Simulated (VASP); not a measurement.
# WS2 in VASP: further runs

One sheet, WS2, is run at these levels: PBEsol+D4; tasks: single point.

All numbers are computed with VASP 6.6.1; they aren't measurements. Logs are shortened: lines on timing, memory, paths and dates and some standing lists are left out, and cuts for length are marked.

### Step 1. Starting point

The cell holds a sheet with vacuum, 3 atoms: a = 3.131 Å, b = 3.131 Å, c = 30.080 Å, α = 90.00°, β = 90.00°, γ = 120.00°.

The cell was built by a generator and needn't be a form met in nature.

### Step 2. Single point, PBEsol+D4

INCAR reads:

```
SYSTEM = WS2
PREC = Accurate
ENCUT = 520
EDIFF = 1E-6
ISMEAR = 0
SIGMA = 0.03
LREAL = .FALSE.
LASPH = .TRUE.
NELM = 100
ALGO = Fast
ISIF = 2
LWAVE = .FALSE.
LCHARG = .FALSE.
LDIPOL = .TRUE.
IDIPOL = 3
DIPOL = 0.5 0.5 0.285
GGA = PS
IVDW = 13
NBANDS = 20
```

KPOINTS reads:

```
Automatic mesh
0
G
  12 12 1
  0 0 0
```

POSCAR reads:

```
WS2
1.0
    3.1305377888      0.0000000000      0.0000000000
   -1.5652688944      2.7111252526      0.0000000000
    0.0000000000      0.0000000000     30.0800000023
S W
2 1
Direct
    0.6666666667      0.3333333333      0.2326986694
    0.6666666667      0.3333333333      0.3371151604
    0.3333333333      0.6666666667      0.2849069149
```

Potentials or basis: VASP PAW PBE potentials, release 64 (S, W_sv).

Command:

```sh
$ cat potpaw_PBE.64/S/POTCAR potpaw_PBE.64/W_sv/POTCAR > POTCAR
$ mpirun -np 1 vasp_std > vasp.out
```

OUTCAR:

```text
SYSTEM = WS2
   PREC = Accurate
   ENCUT = 520
   EDIFF = 1E-6
   ISMEAR = 0
   LREAL = .FALSE.
   LASPH = .TRUE.
   NELM = 100
   ISIF = 2
   GGA = PS
   IVDW = 13

 ion  position               nearest neighbor table
   1  0.667  0.333  0.233-   3 2.39   3 2.39   3 2.39
   2  0.667  0.333  0.337-   3 2.39   3 2.39   3 2.39
   3  0.333  0.667  0.285-   1 2.39   2 2.39   1 2.39   2 2.39   1 2.39   2 2.39

  LATTYP: Found a hexagonal cell.
 ALAT       =     3.1305377888
 C/A-ratio  =     9.6085727219

  Lattice vectors:

 A1 = (   3.1305377888,   0.0000000000,   0.0000000000)
 A2 = (  -1.5652688944,   2.7111252526,   0.0000000000)
 A3 = (   0.0000000000,   0.0000000000,  30.0800000023)

Analysis of symmetry for initial positions (statically):
=====================================================================
 Subroutine PRICEL returns:
 Original cell was already a primitive cell.

 Routine SETGRP: Setting up the symmetry group for a
 hexagonal supercell.

 Subroutine GETGRP returns: Found 12 space group operations
 (whereof  6 operations were pure point group operations)
 out of a pool of 24 trial point group operations.

The static configuration has the point symmetry C_3v.
 The point group associated with its full space group is D_3h.

Analysis of symmetry for dynamics (positions and initial velocities):
=====================================================================
 Subroutine PRICEL returns:
 Original cell was already a primitive cell.

 Routine SETGRP: Setting up the symmetry group for a
 hexagonal supercell.

 Subroutine GETGRP returns: Found 12 space group operations
 (whereof  6 operations were pure point group operations)
 out of a pool of 24 trial point group operations.

The dynamic configuration has the point symmetry C_3v.
 The point group associated with its full space group is D_3h.

 Subroutine INISYM returns: Found 12 space group operations
 (whereof  6 operations are pure point group operations),
 and found     1 'primitive' translations

----------------------------------------------------------------------------------------

                                     Primitive cell

  volume of cell :     255.2974

  direct lattice vectors                    reciprocal lattice vectors
     3.130537789  0.000000000  0.000000000     0.319433934  0.184425268  0.000000000
    -1.565268894  2.711125253  0.000000000     0.000000000  0.368850535  0.000000000
     0.000000000  0.000000000 30.080000002     0.000000000  0.000000000  0.033244681

  length of vectors
     3.130537789  3.130537789 30.080000002     0.368850535  0.368850535  0.033244681

  position of ions in fractional coordinates (direct lattice)
     0.666666667  0.333333333  0.232698669
     0.666666667  0.333333333  0.337115160
     0.333333333  0.666666667  0.284906915

  ion indices of the primitive-cell ions
   primitive index   ion index
                 1           1
                 2           2
                 3           3

----------------------------------------------------------------------------------------

 KPOINTS: Automatic mesh

Automatic generation of k-mesh.
 Grid dimensions read from file:
 generate k-points for:   12   12    1

 Generating k-lattice:

  Cartesian coordinates                     Fractional coordinates (reciprocal lattice)
     0.026619494  0.015368772  0.000000000     0.083333333  0.000000000  0.000000000
     0.000000000  0.030737545  0.000000000     0.000000000  0.083333333  0.000000000
     0.000000000  0.000000000  0.033244681     0.000000000  0.000000000  1.000000000

  Length of vectors
     0.030737545  0.030737545  0.033244681

  Shift w.r.t. Gamma in fractional coordinates (k-lattice)
     0.000000000  0.000000000  0.000000000

 Subroutine IBZKPT returns following result:
 ===========================================

 Found     19 irreducible k-points:

 Following reciprocal coordinates:
            Coordinates               Weight
  0.000000  0.000000  0.000000      1.000000
  0.083333  0.000000  0.000000      6.000000
  0.166667 -0.000000  0.000000      6.000000
  0.250000  0.000000  0.000000      6.000000
  0.333333  0.000000  0.000000      6.000000
  0.416667  0.000000  0.000000      6.000000
[... 11 lines left out ...]
  0.333333  0.250000  0.000000     12.000000
  0.333333  0.333333  0.000000      2.000000
   k-points           NKPTS =     19   k-points in BZ     NKDIM =     19   number of bands    NBANDS=     20
   number of dos      NEDOS =    301   number of ions     NIONS =      3
   total plane-waves  NPLWV = 129024
   dimension x,y,z NGX =    24 NGY =   24 NGZ =  224
   dimension x,y,z NGXF=    48 NGYF=   48 NGZF=  448
   ions per type =               2   1
   NGX,Y,Z   is equivalent  to a cutoff of  12.75, 12.75, 12.38 a.u.
   NGXF,Y,Z  is equivalent  to a cutoff of  25.49, 25.49, 24.76 a.u.
 SYSTEM =  WS2
   PREC   = accura    normal or accurate (medium, high low for compatibility)
   ISTART =      0    job   : 0-new  1-cont  2-samecut
   ICHARG =      2    charge: 1-file 2-atom 10-const
   ISPIN  =      1    spin polarized calculation?
   LNONCOLLINEAR =      F non collinear calculations
   LSORBIT =      F    spin-orbit coupling
   LASPH  =      T    aspherical Exc in radial PAW
   ENCUT  =  520.0 eV  38.22 Ry    6.18 a.u.   5.82  5.82 55.93*2*pi/ulx,y,z
   NELM   =    100;   NELMIN=  2; NELMDL= -5     # of ELM steps
   EDIFF  = 0.1E-05   stopping-criterion for ELM
   LREAL  =      F    real-space projection
   EDIFFG = 0.1E-04   stopping-criterion for IOM
   NSW    =      0    number of steps for IOM
   IBRION =     -1    ionic relax: 0-MD 1-quasi-New 2-CG
   NFREE  =      0    steps in history (QN), initial steepest desc. (CG)
   ISIF   =      2    stress and relaxation
   ISYM   =      2    0-nonsym 1-usesym 2-fastsym
   POTIM  = 0.5000    time-step for ionic-motion
   TEBEG  =    0.0;   TEEND  =   0.0 temperature during run
   PSTRESS=    0.0 pullay stress
   NELECT =      26.0000    total number of electrons
   NUPDOWN=      -1.0000    fix difference up-down
   EMIN   =  10.00;   EMAX   =-10.00  energy-range for DOS
   EFERMI =   0.00;   METHOD = LEGACY
   ISMEAR =     0;   SIGMA  =   0.03  broadening in eV -4-tet -1-fermi 0-gaus
   EFERMI_NEDOS =   21; number of points for ismear=-14 and -15
   IALGO  =     68    algorithm
   IMIX   =      4    mixing-type and parameters
     AMIX     =   0.40;   BMIX     =  1.00
     AMIX_MAG =   1.60;   BMIX_MAG =  1.00
  volume/ion in A,a.u.               =      85.10       574.28
  Fermi-wavevector in a.u.,A,eV,Ry     =   0.764511  1.444717  7.952296  0.584477
  Thomas-Fermi vector in A             =   1.864429
   LORBIT       =      0    0 simple, 1 ext, 2 COOP (PROOUT), +10 PAW based schemes
   GGA     = PS    functional components
   LHFCALC =     F    Hartree Fock is set to
   AEXX    =    0.0000 exact exchange contribution
   IVDW    =    13    specifies the selected vdW correction
   LEPSILON=     F    determine dielectric tensor
   LRPA    =     F    only Hartree local field effects (RPA)
 non-spin polarized calculation
 RMM-DIIS sequential band-by-band and
 Gauss-broadening in eV      SIGMA  =   0.03
  energy-cutoff  :      520.00
  volume of cell :      255.30
 maximum number of plane-waves:      6918
 NGX is ok and might be reduce to    24
   NGX = 11   NGY = 11   NGZ =111

 dipolmoment           0.000000      0.000000     -0.000007 electrons x Angstroem

 number of electron      25.9999996 magnetization

 dipolmoment           0.000000      0.000000      0.000005 electrons x Angstroem

 Free energy of the ion-electron system (eV)
  ---------------------------------------------------
  ext. energy  EPLUGINS =         0.00000000
  ---------------------------------------------------
  free energy    TOTEN  =       -25.24519076 eV

  energy without entropy =      -25.24519076  energy(sigma->0) =      -25.24519076

 E-fermi :  -2.9111     XC(G=0):  -2.6338

 val. band max:       -3.0972859393   @ k =   0.3333   0.3333   0.0000
 cond. band min:      -1.0951547546   @ k =   0.1667   0.1667   0.0000
 fundamental gap:      2.0021311847
 Fermi energy:        -2.9110802314

 k-point     1 :       0.0000    0.0000    0.0000
  band No.  band energies     occupation
      1     -76.9835      2.00000
      2     -41.2755      2.00000
      3     -41.0626      2.00000
      4     -41.0626      2.00000
      5     -18.0443      2.00000
      6     -16.3491      2.00000
[... 12 lines left out ...]
     19       2.2925      0.00000
     20       2.5899      0.00000

 k-point     2 :       0.0833    0.0000    0.0000
  band No.  band energies     occupation
      1     -76.9820      2.00000
      2     -41.2705      2.00000
      3     -41.0901      2.00000
      4     -41.0689      2.00000
      5     -17.9209      2.00000
      6     -16.3031      2.00000
[... 12 lines left out ...]
     19       2.4355      0.00000
     20       2.9471      0.00000

 k-point     3 :       0.1667   -0.0000    0.0000
  band No.  band energies     occupation
      1     -76.9781      2.00000
      2     -41.2568      2.00000
      3     -41.1647      2.00000
      4     -41.0862      2.00000
      5     -17.5687      2.00000
      6     -16.1723      2.00000
[... 12 lines left out ...]
     19       2.8512      0.00000
     20       3.2264      0.00000

 k-point     4 :       0.2500    0.0000    0.0000
  band No.  band energies     occupation
      1     -76.9727      2.00000
      2     -41.2652      2.00000
      3     -41.2381      2.00000
      4     -41.1098      2.00000
      5     -17.0434      2.00000
      6     -15.9792      2.00000
[... 314 lines left out ...]
 k-point    18 :       0.3333    0.2500    0.0000
  band No.  band energies     occupation
      1     -76.9600      2.00000
      2     -41.3926      2.00000
      3     -41.2730      2.00000
      4     -41.1936      2.00000
      5     -15.4685      2.00000
      6     -15.3817      2.00000
[... 12 lines left out ...]
     19       4.7651      0.00000
     20       6.1032      0.00000

 k-point    19 :       0.3333    0.3333    0.0000
  band No.  band energies     occupation
      1     -76.9593      2.00000
      2     -41.3606      2.00000
      3     -41.3217      2.00000
      4     -41.1910      2.00000
      5     -15.3637      2.00000
      6     -15.3333      2.00000
[... 12 lines left out ...]
     19       4.1469      0.00000
     20       6.2829      0.00000

------------------------ aborting loop because EDIFF is reached ----------------------------------------

 vacuum level on the upper side and lower side of the slab       (xc-potential included)        -0.008        -0.008

  DFT-D4 for vdW energy calculation

  Edisp (eV):   -0.52488

  FORCE on cell =-STRESS in cart. coord.  units (eV):
  Direction    XX          YY          ZZ          XY          YZ          ZX
  --------------------------------------------------------------------------------------
  -------------------------------------------------------------------------------------
  Total       0.04225     0.04225     0.03913    -0.00000    -0.00000     0.00000
  in kB       0.26517     0.26517     0.24559    -0.00000    -0.00000     0.00000
  external pressure =        0.26 kB  Pullay stress =        0.00 kB

 VOLUME and BASIS-vectors are now :
 -----------------------------------------------------------------------------
  energy-cutoff  :      520.00
  volume of cell :      255.30
      direct lattice vectors                 reciprocal lattice vectors
     3.130537789  0.000000000  0.000000000     0.319433934  0.184425268  0.000000000
    -1.565268894  2.711125253  0.000000000     0.000000000  0.368850535  0.000000000
     0.000000000  0.000000000 30.080000002     0.000000000  0.000000000  0.033244681

 POSITION                                       TOTAL-FORCE (eV/Angst)
 -----------------------------------------------------------------------------------
      1.56527      0.90371      6.99958         0.000000     -0.000000     -0.018835
      1.56527      0.90371     10.14042         0.000000     -0.000000      0.018835
     -0.00000      1.80742      8.57000        -0.000000      0.000000     -0.000000
 -----------------------------------------------------------------------------------
    total drift:                                0.000000      0.000000      0.000143

  FREE ENERGIE OF THE ION-ELECTRON SYSTEM (eV)
  ---------------------------------------------------
  free  energy   TOTEN  =       -25.7700689499 eV

  energy  without entropy=      -25.7700689499  energy(sigma->0) =      -25.77006895

 vacuum level on the upper side and lower side of the slab         2.583         2.583
```

Run time: 91 s. Hardware: 1 thread of Intel Xeon 6975P-C (Granite Rapids), shared host; peak memory 0.38 GiB.

What came out:

```
Free energy                : -25.7701 eV
Largest force              : 0.019 eV/Å
Band gap on the k mesh     : 2.00 eV, indirect (least direct gap 2.01 eV)
Dispersion energy per atom : -0.175 eV
```

Forces on the atoms (eV/Å):
```
S    0.000  0.000 -0.019
S    0.000  0.000  0.019
W    0.000  0.000  0.000
```

Caveat: the PAW data sets were made with another functional, which shifts forces and pressure a little; spin-orbit coupling is left out, which moves the levels of the heavy elements.

### Step 3. Single point, PBEsol+D4

This run uses another cell than the first one, of 49.72 Å³/atom, 0.584 times its volume.

INCAR reads:

```
  PREC = Accurate
  ENCUT = 520
  EDIFF = 1E-7
  ISMEAR = 0
  SIGMA = 0.03
  LREAL = False
  LASPH = True
  NELM = 100
  ALGO = Normal
  ISIF = 2
  LWAVE = False
  LCHARG = False
  LDIPOL = True
  IDIPOL = 3
  DIPOL = 0.5 0.5 0.500
  GGA = PS
  IVDW = 13
  NBANDS = 20
```

KPOINTS reads:

```
Automatic mesh
0
Gamma
  12 12 1
```

POSCAR reads:

```
WS2
1.0
    3.1700000000      0.0000000000      0.0000000000
   -1.5850000000      2.7453005300      0.0000000000
    0.0000000000      0.0000000000     17.1400000000
S W
2 1
Direct
    0.6666670000      0.3333330000      0.4084014002
    0.6666670000      0.3333330000      0.5915985998
    0.3333330000      0.6666670000      0.5000000000
```

Potentials or basis: VASP PAW PBE potentials, release 64 (S, W_sv).

Command:

```sh
$ cat potpaw_PBE.64/S/POTCAR potpaw_PBE.64/W_sv/POTCAR > POTCAR
$ mpirun -np 1 vasp_std > vasp.out
```

It took 42 s on 1 thread of Intel Xeon 6975P-C (Granite Rapids), shared host; peak memory 0.26 GiB.

The run converged. Its results:

```
Free energy                : -25.7548 eV
Largest force              : 0.261 eV/Å
Band gap on the k mesh     : 1.86 eV, direct
Dispersion energy per atom : -0.171 eV
```

Forces in eV/Å, atoms in the order of the input:
```
S    0.000  0.000  0.261
S    0.000  0.000 -0.261
W    0.000  0.000  0.000
```

Levels at points of the mesh, in eV from the valence-band top:
```tsv
k point	band 11	band 12	band 13	band 14	band 15	band 16
(0.00, 0.00, 0.00)	-1.58	-1.58	-0.08	2.92	2.92	3.09
(0.50, 0.00, 0.00)	-2.15	-1.22	-0.94	2.90	3.34	4.05
```

Caveat: the PAW data sets were made with another functional, which shifts forces and pressure a little; spin-orbit coupling is left out, which moves the levels of the heavy elements. As with any semilocal functional, this PBEsol gap is likely too small.
